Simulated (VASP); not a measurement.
# Settings for Si: self-consistent run

Si, P6_3/mmc (no. 194), 4 atoms in the cell. PBE; PAW potentials Si (PBE set). VASP 6.6.1.

Wanted: energy within 0.2 meV/atom; levels at the zone centre within 0.003 eV.

What the run is for: comparing ways to start; Accuracy asked: tight.

Levels at the zone centre: counted from the valence top at that point.

POSCAR:
```
Si
1.0
    3.8313174605      0.0000000000      0.0000000000
   -1.9156587303      3.3180182508      0.0000000000
    0.0000000000      0.0000000000      6.3326220002
Si
4
Direct
    0.6666666667      0.3333333333      0.9369905000
    0.3333333333      0.6666666667      0.4369905000
    0.6666666667      0.3333333333      0.5630095000
    0.3333333333      0.6666666667      0.0630095000
```

## How the run starts (with a second run first, the time holds both)

| How the run starts (with a second run first, the time holds both) | Energy less reference (meV/atom) | Levels at the zone centre, largest deviation (eV) | Time (s) |
|---|---|---|---|
| from scratch: 11 SCF iterations | 0.00 | 0.0000 | 18 |
| orbitals of a nearby geometry (ISTART 1): 13 + 7 SCF iterations | 0.00 | 0.0001 | 37 |
| orbitals and density of a nearby geometry: 13 + 8 SCF iterations | 0.00 | 0.0001 | 43 |
| density of a nearby geometry (ICHARG 1): 13 + 11 SCF iterations | 0.00 | 0.0003 | 40 |
| orbitals in the old basis (ISTART 2), symmetry off: 13 + 8 SCF iterations | -0.03 | 0.0002 | 112 |

Chosen: from scratch: 11 SCF iterations; no other choice that stays within half of the tolerance saves 30 % of the time.

The chosen settings are those of the reference run.

Values of the reference run: Levels at the zone centre: 0, 0, 1.033 eV from the valence top at Gamma.

## The input

INCAR:
```
SYSTEM = Si
GGA = PE ; ISMEAR = 0
SIGMA = 0.03 ; LWAVE = .False.
LCHARG = .False. ; ISIF = 2
PREC = Accurate ; LASPH = .True.
LREAL = .False. ; ALGO = Normal
EDIFF = 1E-6 ; NELM = 120
GGA_COMPAT = .False. ; ENCUT = 400
EFERMI = MIDGAP
```

KPOINTS:
```
k-points
0
Gamma
  7 7 4
```

Commands:
```
cat potpaw_PBE.64/Si/POTCAR > POTCAR
mpirun -np 1 vasp_std > vasp.out
```

The chosen input took VASP 6.6.1 18 s on 1 core (Intel Xeon Platinum 8259CL @ 2.50GHz (Skylake/Cascade Lake)), a shared host.

## An input that fails: restart asked without its files

VASP's message: ERROR: charge density could not be read from file CHGCAR for ICHARG>10.

Changes against the starting input:
```
- NELM = 120
+ NELM = 60
+ ICHARG = 11
```
